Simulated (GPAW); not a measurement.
# Mo: single point with SCAN+U

The system is Mo.

```
Mo
1.0
     2.77193    0.00000    0.00000
    -0.95477    2.54438    0.00000
    -0.89660   -1.26642    2.25322
Mo
1
Direct
  0.98992 0.99913 0.01961
```

The cell isn't the ideal one: cell strained at random at fixed volume.

```yaml
Program: GPAW 26.7.0
Task: single point
Functional: SCAN
Potentials_or_basis: GPAW PAW data sets (gpaw-data 1.2.1)
Cutoff: 600 eV
Basis: pw
k_mesh: 8 × 8 × 8
Occupations: fermi-dirac, width 0.05 eV
Spin: no spin polarisation
Hubbard_terms: Mo d U = 7 eV
```

```yaml
Pressure: 18.5 GPa
Band_gap_on_the_k_mesh: none (metal or under the smearing width)
```

Stress tensor (GPa, compression positive):
```
18.39 -1.39 -0.34
-1.39 18.73 -0.34
-0.34 -0.34 18.36
```

Levels at points of the mesh, in eV from the Fermi level:
```
           k point  band 4  band 5  band 6  band 7  band 8  band 9  band 10  band 11
(0.00, 0.00, 0.00)  -34.57   -7.25   -3.10   -2.79   -2.16    6.05     6.18    15.81
(0.00, 0.00, 0.50)  -34.61   -5.32   -4.43    1.74    3.02    4.29     6.94    12.31
(0.00, 0.50, 0.00)  -34.65   -5.61   -4.31    2.06    2.71    4.98     6.77    12.71
(0.00, 0.50, 0.50)  -34.65   -5.60   -4.25    2.10    2.70    4.95     6.70    12.73
(0.50, 0.00, 0.00)  -34.62   -5.71   -4.72    1.77    3.25    4.77     7.29    12.22
(0.50, 0.00, 0.50)  -34.62   -5.72   -4.71    1.86    3.31    4.73     7.24    12.34
(0.50, 0.50, 0.00)  -34.70   -5.46   -4.71    1.75    2.40    5.77     6.72    12.11
(0.50, 0.50, 0.50)  -35.55   -3.15   -2.85    2.77    3.11    3.38     9.33     9.43
```

Run time: 7.7 min on 1 thread of Arm Neoverse V1, with other jobs on the host, peak memory 0.27 GiB.

Caveat: the PAW data sets were made with another functional, which shifts forces and pressure a little; U without spin polarisation on a metal has little footing; the U is typed as a test and isn't derived for this compound.
